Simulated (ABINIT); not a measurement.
**Pb: band structure with AM05**

The system is Pb.

```
Pb
1.0
     3.03861   -1.75032    0.00000
     3.03861    1.75032    0.00000
    -2.11546    0.00000    6.09522
Pb
2
Direct
  0.90851 0.90851 0.72629
  0.09149 0.09149 0.27371
```

This isn't the form of Pb at room conditions, which is fcc.

```
Program             : ABINIT 10.8.3 (patched build)
Task                : band structure
Functional          : AM05
Potentials or basis : JTH PAW PBE v2.0
Cutoff              : 707 eV
k mesh              : 9 × 9 × 5
Occupations         : fermi-dirac, width 0.05 eV
Spin                : no spin polarisation
Fine-grid cutoff    : 1306.15 eV
```

| Quantity | Value |
| --- | --- |
| Pressure | -1.8 GPa |
| Largest force | 0.152 eV/Å |
| Band gap on the k mesh | none (metal or under the smearing width) |
| Valence electrons inside the program's atomic spheres | Pb 11.38 (radii [1.2714] Å) |

Forces on the atoms (eV/Å):
```
Pb   0.028  0.000 -0.150
Pb  -0.028  0.000  0.150
```

Stress tensor (GPa, compression positive):
```
-1.78  0.00  0.00
 0.00 -1.77  0.00
 0.00  0.00 -1.85
```

Levels at the corners of the path, in eV from the Fermi level:
| point | band 10 | band 11 | band 12 | band 13 | band 14 | band 15 | band 16 | band 17 | band 18 | band 19 |
| --- | --- | --- | --- | --- | --- | --- | --- | --- | --- | --- |
| Γ | -16.78 | -11.46 | -8.38 | -3.97 | 6.25 | 6.45 | 6.50 | 6.55 | 6.67 | 9.18 |
| Y | -16.70 | -7.61 | -7.60 | -3.18 | -2.79 | 1.97 | 2.42 | 2.83 | 5.38 | 6.36 |
| F | -16.70 | -7.88 | -7.37 | -3.51 | -2.17 | 1.21 | 2.54 | 3.61 | 5.16 | 5.83 |
| L | -16.67 | -8.31 | -6.58 | -3.52 | -2.33 | 0.16 | 3.12 | 3.37 | 4.14 | 6.35 |
| I | -16.70 | -7.44 | -6.79 | -2.15 | -2.07 | -0.97 | 0.08 | 1.92 | 4.07 | 6.21 |

It took 5.3 min on 1 thread of Arm Neoverse V2, on a shared host, peak memory 0.3 GiB.

Caveat: the PAW data sets were made with another functional, which shifts forces and pressure a little; spin-orbit coupling is left out, which moves the levels of the heavy elements.
